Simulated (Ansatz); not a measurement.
Input and command of a plane-wave DFT calculation in Ansatz:

```yaml
crystal:
  lattice:
    - [0.0, 2.067555, 2.1315]
    - [2.067555, 0.0, 2.1315]
    - [2.067555, 2.067555, 0.0]
  atoms:
    - { symbol: Co, position: [0.0, 0.0, 0.0], spin: 2.74 }
    - { symbol: O, position: [0.5, 0.5, 0.5], spin: 0.37 }
basis:
  ecutwfc: 420
kpoints:
  mp_grid: { grid: [20, 20, 20] }
hamiltonian:
  xc: pbesol
scf:
  occupations: { method: gaussian, width: 0.15 }
output:
  forces: true
  stress: true
  eigenvalues: true
  populations: true
magnetization:
  spin_polarized: true
```

```bash
ansatz run input.yaml --threads 1 --pin off --max-ram 2560MiB --backend cpu --events-out ev --progress --plain --runs-dir out
```

Processor: Intel(R) Xeon(R) Platinum 8259CL CPU @ 2.50GHz (Skylake/Cascade Lake), 1 thread, on a host shared with other jobs.

Question: Estimate time, memory and problem size.

Answer: About 48 s on 1 thread of Intel(R) Xeon(R) Platinum 8259CL CPU @ 2.50GHz (Skylake/Cascade Lake) (shared host), peak memory 0.66 GiB. It solves 18 bands at 641 k points (the mesh reduced by the symmetry that the task leaves, which can be less than the crystal's) with about 339 plane waves, in 12 SCF iterations.
